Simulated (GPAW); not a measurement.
Bi:

```
CELL_PARAMETERS angstrom
-1.98143 1.98143 1.98143
1.98143 -1.98143 1.98143
1.98143 1.98143 -1.98143
ATOMIC_POSITIONS crystal
Bi 0.00000 0.00000 0.00000
```

This isn't the form of Bi at room conditions, which is rhombohedral.

Base run:

- Program: GPAW 26.7.0
- Functional: PBEsol
- Potentials or basis: PAW data sets generated in the run's folder for this functional
- Cutoff: 600 eV
- Basis: pw
- k mesh: 9 × 9 × 9
- Occupations: fermi-dirac, width 0.05 eV
- Spin: no spin polarisation

Its results: pressure -2.1 GPa.

Task: The run is repeated on the same cell with these changes: functional from PBEsol to BLYP. What comes out?

Result: Pressure 4.9 GPa.

BLYP binds less tightly than PBEsol, so the same cell stands under more pressure.

Not every run made on this cell is shown here.
